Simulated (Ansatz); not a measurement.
# NaCl (Pm-3m): an equation of state far from equilibrium

An exercise on one series of results from a longer session: the logs are not shown, and one member is left open.

Computed with Ansatz 0.2.0 (DFT PBE, scalar-relativistic, plane waves, PAW, unless a step's input says otherwise).

### The system as given

The structure is cubic, space group Pm-3m (No. 221). The conventional cell has a = 3.507 Å, b = 3.507 Å, c = 3.507 Å, α = 90.00°, β = 90.00°, γ = 90.00°. Na (site symmetry m-3m) is surrounded by 8 Cl at 3.04 Å. Cl (site symmetry m-3m) is surrounded by 8 Na at 3.04 Å.

As a file:

```xyz
2
Lattice="3.5069 0.0000 0.0000 0.0000 3.5069 0.0000 0.0000 0.0000 3.5069" Properties=species:S:1:pos:R:3 pbc="T T T"
Na    0.0000    0.0000    0.0000
Cl    1.7534    1.7534    1.7534
```

An earlier run at PBE left this cell at 21.564 Å³/atom and 0.00 GPa (8×8×8 mesh).

Set-up of the first run:

File input.yaml:

```yaml
crystal:
  lattice:
    - [3.4594576539, 0.0, 0.0]
    - [0.0, 3.4594576539, 0.0]
    - [0.0, 0.0, 3.4594576539]
  atoms:
    - { symbol: Na, position: [0.0, 0.0, 0.0] }
    - { symbol: Cl, position: [0.5, 0.5, 0.5] }
basis:
  ecutwfc: 420
  ecutrho_ratio: 4
kpoints:
  mp_grid: { grid: [8, 8, 8] }
hamiltonian:
  xc: pbe
scf:
  occupations: { method: gaussian, width: 0.05 }
output:
  forces: true
  stress: true
  eigenvalues: true
```

Command:

```
$ ansatz run input.yaml --threads 1 --pin off --max-ram 2560MiB --backend cpu --events-out ev --progress --plain --runs-dir out
```

Among the steps run: Volume × 0.96; Volume × 1.04; Volume × 0.92; Volume × 0.88; Volume × 0.84; Volume × 0.8; Volume × 0.76; Volume × 0.72.

One table of the session follows, with a row left open; its other results are not shown here.

It belongs to the step «The curve». 

| volume (Å³/atom) | energy above the lowest (meV/atom) | pressure (GPa) | gap on the mesh (eV) |
| --- | --- | --- | --- |
| 15.526 | 251.3 | 18.2 | 5.22 |
| 16.388 | ? | ? | ? |
| 17.251 | 105.4 | 9.7 | 4.86 |
| 18.113 | 61.6 | 6.7 | 4.63 |
| 18.976 | 31.7 | 4.4 | 4.44 |
| 19.839 | 13.0 | 2.6 | 4.26 |
| 20.701 | 3.0 | 1.2 | 4.10 |
| 21.564 | 0.0 | 0.0 | 3.97 |
| 22.426 | 2.6 | -0.9 | 3.84 |

Q: Estimate the row for volume (Å³/atom) = 16.388 from the others.

Worked estimate for «energy above the lowest (meV/atom)». A straight line through the neighbours (15.526, 251.3) and (17.251, 105.4) gives 251.3 + (105.4 − 251.3) × (16.388 − 15.526) / (17.251 − 15.526) = 178.4; a parabola fitted to 3 rows on both sides gives 168.7.

**Answer.** energy above the lowest (meV/atom): 166.9; pressure (GPa): 13.4; gap on the mesh (eV): 5.11. In «energy above the lowest (meV/atom)» the line misses by +11.5 and the parabola by +1.8.

To keep in mind: Other structures may be lower in enthalpy at these pressures.
